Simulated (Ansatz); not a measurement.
# Gallium, simple cubic: HSE06 at the PBE geometry

How do the levels change when part of the exchange is made exact, and what does it cost? Spin polarisation is left out. The geometry was relaxed under PBE beforehand and is kept. Exact exchange is dear, so the k-mesh is coarse, and PBE is run on the same mesh for comparison.

Computed with Ansatz 0.2.0 (DFT, plane waves (420 eV) with PBE-made PAW files, scalar-relativistic; functionals as named at each step, unless a step says otherwise).

## (1) The structure to begin with

The structure is cubic, space group Pm-3m (No. 221). The conventional cell has a = 2.722 Å, b = 2.722 Å, c = 2.722 Å, α = 90.00°, β = 90.00°, γ = 90.00°. Ga (site symmetry m-3m) is surrounded by 6 Ga at 2.72 Å.

Structure file:

```xyz
1
Lattice="2.7219 0.0000 0.0000 0.0000 2.7219 0.0000 0.0000 0.0000 2.7219" Properties=species:S:1:pos:R:3 pbc="T T T"
Ga    0.0000    0.0000    0.0000
```

## (2) PBE on the coarse mesh

The run with PBE.

Input file input.yaml:

```yaml
crystal:
  lattice:
    - [2.7218595216, 0.0, 0.0]
    - [0.0, 2.7218595216, 0.0]
    - [0.0, 0.0, 2.7218595216]
  atoms:
    - { symbol: Ga, position: [0.0, 0.0, 0.0] }
hamiltonian:
  xc: pbe
  pseudopotentials:
    kind: paw
    azcp:
      Ga: "pseudopotentials/Ga.paw.azcp"
basis:
  ecutwfc: 420
  fft_grid_basis: typed
kpoints:
  mp_grid: { grid: [6, 6, 6], shift: [0, 0, 0] }
magnetization:
  spin_polarized: false
scf:
  occupations: { method: fermi_dirac, width: 0.1 }
```

Command:

```bash
$ ansatz run input.yaml --threads 4 --pin off --max-ram 8192MiB --backend cpu --events-out ev --progress --plain --runs-dir out
```

## (3) HSE06, coarse mesh

The run with HSE06.

input.yaml: that of step 2 with these lines changed.

```diff
@@ -8,3 +8,3 @@
 hamiltonian:
-  xc: pbe
+  xc: hse06
   pseudopotentials:
```

(Steps that only read results are left out.)

Before running it: what results should come out? Wanted: PBE: gap; HSE06: gap; HSE06: relative to alpha-Ga.

As calculated:

| quantity | value |
| --- | --- |
| PBE: gap | none (levels filled in part) |
| HSE06: gap | none (levels filled in part) |
| HSE06: SCF cycles, exchange loops | 17, 2 |
| HSE06: CPU time over that of PBE | 16 |
| HSE06: relative to alpha-Ga (Cmce) | +145 meV/atom |

In words: Both PBE and HSE06 leave levels filled in part. The hybrid took 16 times as much CPU time as PBE on the same settings. The exchange operator of HSE06 was renewed in 2 outer loops. To compare with dense-mesh energies, the change of PBE from this mesh and smearing to its dense run (-70.7 meV/atom, from a run not shown) is added. Under HSE06 it lies 145 meV/atom above alpha-Ga (Cmce) (computed apart in the same way); on such meshes a few tens of meV are uncertain for metals. The total energies in the logs cannot be compared from one functional to another.
